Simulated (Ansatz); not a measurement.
The system is HfO2.

```
CELL_PARAMETERS angstrom
5.11800 0.00000 0.00000
0.00000 5.18570 0.00000
-0.85866 0.00000 5.21387
ATOMIC_POSITIONS crystal
Hf 0.27550 0.46030 0.70800
Hf 0.72450 0.96030 0.79200
Hf 0.72450 0.53970 0.29200
Hf 0.27550 0.03970 0.20800
O 0.07420 0.16840 0.84670
O 0.92580 0.66840 0.65330
O 0.92580 0.83160 0.15330
O 0.07420 0.33160 0.34670
O 0.44870 0.74190 0.98010
O 0.55130 0.24190 0.51990
O 0.55130 0.25810 0.01990
O 0.44870 0.75810 0.48010
```

Base run:

| Property | Result |
| --- | --- |
| Program | Ansatz 0.2.0 |
| Functional | r2SCAN |
| Potentials or basis | Ansatz PAW |
| Cutoff | 500 eV (not typed: the program's choice for these potentials) |
| k mesh | 5 × 5 × 5 |
| Occupations | fermi-dirac, width 0.05 eV |
| Spin | no spin polarisation |

Its results: band gap on the k mesh 4.72 eV, indirect (least direct gap 4.77 eV); pressure 0.3 GPa; largest force 0.461 eV/Å.

Q: The run is repeated on the same cell with these changes: functional from r2SCAN to SVWN5; cutoff from 500 eV (not typed: the program's choice for these potentials) to 420 eV (not typed: the program's choice for these potentials). What comes out?

A: Band gap on the k mesh 4.01 eV, indirect (least direct gap 4.08 eV); pressure -8.0 GPa; largest force 0.422 eV/Å.

r2SCAN gives the wider gap, since meta-GGAs in the generalised Kohn-Sham scheme recover part of the derivative discontinuity.

Caveats: the k mesh misses the band edges, so the gap on the mesh is wider than the one along the path; spin-orbit coupling is left out, which moves the levels of the heavy elements; the PAW data sets come from PBE, with cores solved anew for the run's functional, which leaves a small shift of forces and pressure.
